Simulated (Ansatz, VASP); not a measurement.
**B11P12 (V_B) in two plane-wave programs**

Aim: how closely do two programs agree when they are given the same cell, functional and k mesh? The cell is taken from a series of runs on this material, whose earlier steps may have relaxed, scaled, displaced or heated it; both programs get it as it stands.

Method: plane waves, with VASP 6.6.1 beside it; single point at r2SCAN, in Ansatz 0.2.0.

## Step 1: Set-up

The cell holds 23 atoms: 11 B and 12 P. Its edges and angles: a = 6.415 Å, b = 6.415 Å, c = 9.623 Å, α = 60.0°, β = 60.0°, γ = 60.0°. It derives from BP (BP (F-43m)). Nearest the centre at fractional (0.500, 0.500, 0.667): P13 at 1.82 Å, P19 at 1.86 Å, P16 at 1.89 Å, P14 at 1.90 Å, B11 at 3.15 Å, B3 at 3.19 Å, B9 at 3.19 Å, B7 at 3.20 Å.

Structure file:

```
B P
1.0
     0.00000    4.53637    4.53637
     4.53637    0.00000    4.53637
     6.80456    6.80456    0.00000
B P
11 12
Direct
  0.99888 0.00374 0.99859
  0.99837 0.00314 0.33361
  0.00453 0.01093 0.66003
  0.00044 0.49992 0.00136
  0.00153 0.50002 0.33542
  0.00747 0.49757 0.65943
  0.49506 0.00493 0.00159
  0.49517 0.00599 0.33560
  0.49265 0.01186 0.65951
  0.49623 0.50089 0.00032
  0.49366 0.49824 0.34186
  0.37698 0.38134 0.24699
  0.38150 0.38591 0.59068
  0.37652 0.38110 0.90840
  0.37558 0.87429 0.25064
  0.37841 0.86056 0.58596
  0.37644 0.87835 0.91207
  0.86973 0.38042 0.25050
  0.85492 0.38492 0.58567
  0.87377 0.38129 0.91195
  0.87232 0.87702 0.25007
  0.87189 0.87686 0.58436
  0.87377 0.87885 0.91294
```

## Step 2: Ansatz: single point, r2SCAN, pair 1

Ansatz runs on its PAW soft_1 files.

A single point gives forces, pressure and levels at one fixed geometry, so differences don't come from the geometry; what else differs is listed under the comparison.

File input.yaml:

```yaml
crystal:
  checkpoint: "../qm3.relax.run"
  host: checkpoint
basis:
  ecutwfc: 500
  xc_grid: 2
hamiltonian:
  xc: r2scan
  pseudopotentials: { kind: paw, azcp: { folder: soft_1 } }
kpoints:
  mp_grid: { grid: [3, 3, 3] }
scf:
  occupations: { method: fermi_dirac, width: 0.01 }
  max_iter: 60
output:
  forces: true
  eigenvalues: true
  charged_corrections: { defect_position: [0.5, 0.5, 0.666667] }
checkpoint:
  read: "../qm3.relax.run"
  write: "../qm3.point_neutral.run"
  compress: false
  write_wavefunctions: false
  write_every: 100000
magnetization:
  spin_polarized: true
  initial_magnetization: 1
  spin_locking: { lock_magnetization: hard }
```

Command:

```bash
$ ansatz run input.yaml --threads 4 --pin off --max-ram 7536MiB --backend cpu --events-out ev --progress --plain --runs-dir out
```

Numbers of over 12 decimals in the logs are rounded to 6 here.

The program printed:

```text
Warning: This run holds its total moment fixed (magnetization.spin_locking.lock_magnetization: hard) and mixes its density by anderson or broyden (scf.mixing.algorithm, typed or taken by auto). Slabs with a fixed moment have converged under broyden above another state at the same moment, at the default mixing steps and at smaller ones, and under scf.lower_state_search: standard, light or off a state that such a mixer [...]
checkpoint.read: neither the saved density nor the saved orbitals are used: the state is of another total charge, and does not settle where this run's electrons and spins go. The run starts from its atoms. Which states do: the manual's quickstart, A charge series.
crystal.checkpoint: the structure is that of <dir>, a `relax` run, at its step 5: its result, under r2scan at a charge of -3 e; 23 atoms read, 0 with a starting moment; this deck's charge is 0 e; no density is read with it (checkpoint.read); crystal.structure_sha256 for this input is
Engine: ansatz 0.2.0, aarch64-unknown-linux-gnu
Pseudopotentials: kind: paw
Pseudopotential: B, paw, valence charge 3, recommended cutoff 500 eV (meta_gga), soft_1/B.paw.azcp
Pseudopotential: P, paw, valence charge 5, recommended cutoff 500 eV (meta_gga), soft_1/P.paw.azcp
Functional definition: r2SCAN
  parameter k0 = 0.174
  parameter k1 = 0.065
  parameter a1 = 4.9479
  exchange = r2scan_x(k0 = k0, k1 = k1, a1 = a1)
  correlation = r2scan_c
Crystal: 23 atoms, lattice volume = 280.057 Å³
Basis set: ecut = 500 eV, 7111 PW (Γ), exchange–correlation on 96×96×144 points (8 copies of the dense FFT grid, shifted against one another)
Bands: 70, of which v1, the nominal top of the filled ones, is band 47 counted from 1 (46 counted from 0)
Symmetry: 1 space group operations
Space group: P1 (ITA 1), of the structure as read, at distance tolerance 6.5e-5 Å
Magnetic group: BNS 1.1 (UNI 1), of the structure as read, at distance tolerance 6.5e-5 Å
k-points: 14 of 27 (time reversal used)
Non-local potential: B, projectors of the file, l = 0: 2, l = 1: 2, l = 2: 1
Non-local potential: P, projectors of the file, l = 0: 2, l = 1: 2, l = 2: 1
PAW form: soft (Blöchl's): semilocal exchange-correlation on the pseudo side does not see the compensation charge
PAW frozen core: B, regenerated for the run's functional (the file was generated under x = pbe(κ = 0.804, μ = 0.219515), c = pbe(β = 0.066725))
PAW frozen core: P, regenerated for the run's functional (the file was generated under x = pbe(κ = 0.804, μ = 0.219515), c = pbe(β = 0.066725))
PAW one-centre angular grid: B, 302 points (default); XC on 223 of its mesh's 2233 points in the sphere
PAW one-centre angular grid: P, 302 points (default); XC on 160 Gauss nodes
Initial density: superposition of atomic densities (chi_scale 0.1, normalization cell)
Starting moments: Σ|m| = 1 μB on 23 of 23 sites
Initial wavefunctions: pseudopotential atomic-orbital guess
Functional: x = r2scan, c = r2scan; τ floored in thin density (d = 2e-4 eV/Å³)
SCF iter   1: F=—  HF=-10843.164930 eV  |F-HF|=—  |Δ(HF+E_count)|=         —  Δρ=4.05e-2 (↑3.95e-2 ↓4.05e-2)  dr2=2.11e1  dr2_τ=5.58e-1  dr2_m=3.78e-2  M=1.000 μB ∫|m|=1.001 μB  β_m=1.20  ethr=3.10e-3  ⟨swp⟩=7.4  Hψ=10203  notcnv=0  defer=167
preconditioner: auto → Resta (q_TF=auto, 2.270 Å⁻¹)  ε∞=4.6  [insulator: Δε(μ)=0.052 eV  Ē_g=11.252 eV  σ=0.010 eV  W_gap=0.51  n_scr=50 (ndim 8)  ℏωp=21.4 eV  f_vac=0.000  D(μ)=5.54/eV (n_scr^D=26)  ε∞_Penn≈4.6]
spin=Collinear: Resta preconditioning applied to the charge; magnetization (m = ρ↑ − ρ↓) channel mixes plain (no charge-response kernel on spin).
SCF iter   2: F=—  HF=-10840.493077 eV  |F-HF|=—  |Δ(HF+E_count)|=    2.67e0  Δρ=2.72e-2 (↑2.72e-2 ↓2.72e-2)  dr2=8.96e0  dr2_τ=1.81e-2  dr2_m=3.41e-3  M=1.000 μB ∫|m|=1.041 μB  β_m=1.20  ethr=3.10e-3  ⟨swp⟩=2.5  Hψ=3470  notcnv=0  defer=468  κ⁻¹=1.0e0(r=1)
SCF iter   3: F=—  HF=-10839.181235 eV  |F-HF|=—  |Δ(HF+E_count)|=    1.31e0  Δρ=1.00e-2 (↑1.00e-2 ↓9.97e-3)  dr2=1.03e0  dr2_τ=4.08e-3  dr2_m=1.57e-3  M=1.000 μB ∫|m|=1.098 μB  β_m=1.20  ethr=3.10e-3  ⟨swp⟩=3.0  Hψ=3149  notcnv=0  defer=468  κ⁻¹=5.8e-2(r=2)
SCF iter   4: F=—  HF=-10839.164759 eV  |F-HF|=—  |Δ(HF+E_count)|=   1.65e-2  Δρ=5.40e-3 (↑5.40e-3 ↓5.40e-3)  dr2=3.52e-1  dr2_τ=1.13e-3  dr2_m=1.43e-4  M=1.000 μB ∫|m|=1.078 μB  β_m=1.20  ethr=1.11e-3  ⟨swp⟩=2.1  Hψ=2462  notcnv=0  defer=471  κ⁻¹=8.7e-3(r=3)
SCF iter   5: F=—  HF=-10839.155634 eV  |F-HF|=—  |Δ(HF+E_count)|=   9.12e-3  Δρ=1.11e-3 (↑1.11e-3 ↓1.06e-3)  dr2=1.79e-2  dr2_τ=1.66e-4  dr2_m=2.41e-4  M=1.000 μB ∫|m|=1.055 μB  β_m=1.20  ethr=3.79e-4  ⟨swp⟩=3.2  Hψ=3049  notcnv=0  defer=471  κ⁻¹=4.6e-4(r=4)
SCF iter   6: F=—  HF=-10839.157909 eV  |F-HF|=—  |Δ(HF+E_count)|=   2.27e-3  Δρ=7.05e-4 (↑7.05e-4 ↓7.01e-4)  dr2=4.54e-3  dr2_τ=4.45e-5  dr2_m=2.91e-5  M=1.000 μB ∫|m|=1.064 μB  β_m=1.20  ethr=1.92e-5  ⟨swp⟩=3.4  Hψ=2837  notcnv=0  defer=471  κ⁻¹=2.6e-4(r=5)
SCF iter   7: F=—  HF=-10839.159148 eV  |F-HF|=—  |Δ(HF+E_count)|=   1.24e-3  Δρ=3.79e-4 (↑3.76e-4 ↓3.79e-4)  dr2=8.41e-4  dr2_τ=2.30e-5  dr2_m=3.49e-6  M=1.000 μB ∫|m|=1.064 μB  β_m=1.20  ethr=4.88e-6  ⟨swp⟩=3.0  Hψ=2978  notcnv=0  defer=471  κ⁻¹=3.4e-5(r=6)
SCF iter   8: F=—  HF=-10839.159570 eV  |F-HF|=—  |Δ(HF+E_count)|=   4.21e-4  Δρ=1.77e-4 (↑1.75e-4 ↓1.77e-4)  dr2=1.72e-4  dr2_τ=4.59e-6  dr2_m=1.26e-6  M=1.000 μB ∫|m|=1.062 μB  β_m=1.20  ethr=9.04e-7  ⟨swp⟩=2.9  Hψ=2741  notcnv=0  defer=471  κ⁻¹=1.2e-5(r=7)
SCF iter   9: F=—  HF=-10839.159702 eV  |F-HF|=—  |Δ(HF+E_count)|=   1.33e-4  Δρ=4.84e-5 (↑4.84e-5 ↓4.80e-5)  dr2=2.06e-5  dr2_τ=1.78e-7  dr2_m=2.18e-7  M=1.000 μB ∫|m|=1.062 μB  β_m=1.20  ethr=1.85e-7  ⟨swp⟩=2.9  Hψ=2822  notcnv=0  defer=471  κ⁻¹=1.5e-6(r=8)
SCF iter  10: F=—  HF=-10839.159645 eV  |F-HF|=—  |Δ(HF+E_count)|=   5.78e-5  Δρ=1.88e-5 (↑1.88e-5 ↓1.74e-5)  dr2=2.80e-6  dr2_τ=5.44e-8  dr2_m=6.63e-8  M=1.000 μB ∫|m|=1.062 μB  β_m=1.20  ethr=2.22e-8  ⟨swp⟩=2.6  Hψ=3130  notcnv=0  defer=471  κ⁻¹=5.9e-7(r=8)
SCF iter  11: F=—  HF=-10839.159645 eV  |F-HF|=—  |Δ(HF+E_count)|=   5.03e-7  Δρ=7.40e-6 (↑7.40e-6 ↓6.42e-6)  dr2=3.42e-7  dr2_τ=1.49e-8  dr2_m=1.05e-8  M=1.000 μB ∫|m|=1.062 μB  β_m=1.20  ethr=3.01e-9  ⟨swp⟩=2.6  Hψ=2731  notcnv=0  defer=471  κ⁻¹=7.3e-7(r=8)
SCF iter  12: F=—  HF=-10839.159645 eV  |F-HF|=—  |Δ(HF+E_count)|=   6.90e-9  Δρ=3.86e-6 (↑3.30e-6 ↓3.86e-6)  dr2=8.52e-8  dr2_τ=4.47e-9  dr2_m=1.43e-9  M=1.000 μB ∫|m|=1.062 μB  β_m=1.20  ethr=1.08e-10  ⟨swp⟩=16.4  Hψ=13405  notcnv=0  κ⁻¹=1.5e-7(r=8)
SCF iter  13: F=—  HF=-10839.159645 eV  |F-HF|=—  |Δ(HF+E_count)|=   3.01e-8  Δρ=1.92e-6 (↑1.55e-6 ↓1.92e-6)  dr2=1.88e-8  dr2_τ=9.40e-10  dr2_m=6.20e-10  M=1.000 μB ∫|m|=1.062 μB  β_m=1.20  ethr=9.17e-11  ⟨swp⟩=4.0  Hψ=5205  notcnv=0  κ⁻¹=1.1e-6(r=8)
SCF iter  14: F=-10839.159645 eV  HF=-10839.159645 eV  |F-HF|=1.94e-9  |Δ(HF+E_count)|=   2.19e-8  Δρ=6.44e-7 (↑6.44e-7 ↓6.05e-7)  dr2=3.82e-9  dr2_τ=2.63e-11  dr2_m=5.93e-11  M=1.000 μB ∫|m|=1.062 μB  ethr=2.02e-11  ⟨swp⟩=4.1  Hψ=4961  notcnv=0
SCF 1 converged in 14 iterations: F = -10839.159645 eV  dr2 = 3.82e-9
  greatest PAW one-centre occupation: 0.796 electrons in one spin orbital (limit 2), on the P atom at site 5 (counted from 0), in its partial waves of l = 0
this state was not tested for a lower state beside it, because the mixer in use, unlike msr1, does not test its closes by its own steps (another_mixer; see scf.mixing.algorithm and scf.lower_state_search)
SCF converged after 14 iterations
Magnetization: 1.0000 μB (47.0000 up, 46.0000 down)
Absolute magnetization: 1.0644 μB (∫|ρ↑−ρ↓|, with the PAW one-centre terms)
Spin contamination: 0.0123 ħ² per cell (⟨S²⟩ above its minimum at these occupations)
Per-site moments (μB) at R_I (Å): [(0.00442694, 0.815087), (0.020669, 0.799671), (0.00326836, 0.812725), (0.032872, 0.808390), (0.00274399, 0.810015), (0.168333, 0.813243), (0.011245, 0.807653), (0.014718, 0.807320), (0.017277, 0.811463), (0.026904, 0.810015), (0.00480067, 0.812120), (0.00532464, 0.815775), (0.011252, 0.807320), (0.014761, 0.807653), (0.017055, 0.811257), (0.027082, 0.810134), (0.00476788, 0.812244), (0.00537076, 0.815851), (0.013181, 0.799671), (0.00250539, 0.814726), (0.036706, 0.808390), (0.00535408, 0.812725), (0.00551989, 0.817794)]
Free energy (F): -10839.159645 eV
Harris-Foulkes:  -10839.159645 eV  (|F-HF|=1.94e-9)
Internal energy: -10839.157105 eV  (E = F + TS)
E sigma→0 (E₀):  -10839.158375 eV
Entropy (-TS):   -0.002540 eV (-0.110 meV/atom)
Fermi energy:    8.611956 (↑ 8.812160, ↓ 8.411752) eV
--- Per-component energies (eV) ---
  E_band       = 199.107059
  E_kinetic    = 1380.221647
  E_local      = -731.600205  (includes V_loc(G=0)·N_el)
  E_nonlocal   = 460.488691
  E_hartree    = 204.285144
  E_xc         = -1178.286103
  E_vxc        = -1255.886434  (∫ρ·V_xc dr)
  E_paw        = -7667.551698  (= ΣΔE_a)
  E_vpaw       = -119.901354  (= ΣTr[D̂ρ^β])
  E_aug_tail   = 0.000002  (compensation charges beyond the density's cutoff)
  E_vtau       = 57.213927  (kinetic-family band-sum trace: ∫τ·v_τ [+ j·A + Jᵃ·Aᵃ] dr)
  E_ewald      = -3305.421612
  E_core_change = -1.292971  (= ΣΔE_core)
  E_smearing   = -0.002540  (= −TS)
  E_closure    = 0.000000  (closes the sum)
  Σ components = -10839.159645   (vs F -10839.159645, Δ=0.00e0)
--- Forces (eV/Å), atoms counted from 1 ---
  atom   1  B     -0.08402435    -0.08397376    -0.01786414
  atom   2  P      0.42595182     0.40674843    -0.97577684
  atom   3  B     -0.05933970    -0.06214786    -0.02582295
  atom   4  P     -0.95247029    -0.96462238    -0.66232033
  atom   5  B      0.02153510     0.04572225    -1.39271571
  atom   6  P      0.77058668     0.76847695    -0.77315401
  atom   7  B     -0.27198478    -0.82732581     0.33344804
  atom   8  P      0.65002907    -0.25080493     0.03217178
  atom   9  B      0.14404170    -0.63072106    -0.17684471
  atom  10  P      0.65052518    -0.79796999     1.01086550
  atom  11  B      1.37402978    -0.04729323    -0.16183694
  atom  12  P      0.45093111    -0.00356570    -0.25399717
  atom  13  B     -0.82397141    -0.28779281     0.33898892
  atom  14  P     -0.25407856     0.64999169     0.03200807
  atom  15  B     -0.62707783     0.14300059    -0.17771826
  atom  16  P     -0.82912643     0.68081135     0.97020587
  atom  17  B     -0.03507246     1.36463258    -0.16290813
  atom  18  P     -0.00202166     0.45025465    -0.25801767
  atom  19  B     -0.43327260    -0.42821274     0.83361506
  atom  20  P      0.02507238     0.01551264     0.30172542
  atom  21  B     -0.20080202    -0.19706255     0.79655058
  atom  22  P     -0.21408087    -0.22188306     0.35441695
  atom  23  P      0.27228616     0.27756349     0.03592620
  max |Σ_I F_I| component: 2.33e-3 eV/Å
--- Band table (eV; the first three rows and the last of 28) ---
  k-point 0 ↑: bands = [... 43 lower, 8.2943, 8.3680, 9.2989, 9.8791, 9.9027, 10.5017, 10.9686, 11.0202, ... 19 higher]
  k-point 1 ↑: bands = [... 43 lower, 7.9227, 8.2739, 8.3030, 9.6456, 9.6741, 10.5129, 10.7293, 10.9220, ... 19 higher]
  k-point 2 ↑: bands = [... 43 lower, 7.6624, 7.8508, 7.9274, 8.8024, 9.2847, 10.6171, 11.1714, 11.9159, ... 19 higher]
  k-point 13 ↓: bands = [... 43 lower, 6.7027, 7.2928, 7.8839, 8.4125, 9.2089, 12.2643, 12.6830, 12.7274, ... 19 higher]
```

[end of part 1 of 3]

[Lines on the potential files, build, host, timing and source positions are cut from VASP's logs without a mark.]

[Logs are printed without paths, hosts, clocks, repeated set-up lines and the standing remarks that a program may print on its own settings, such as how far it seeks lower states.]

[Hosts, paths, dates, database ids (printed as entryN), source tags and the programs' standing remarks are cut or masked in the printed files.]
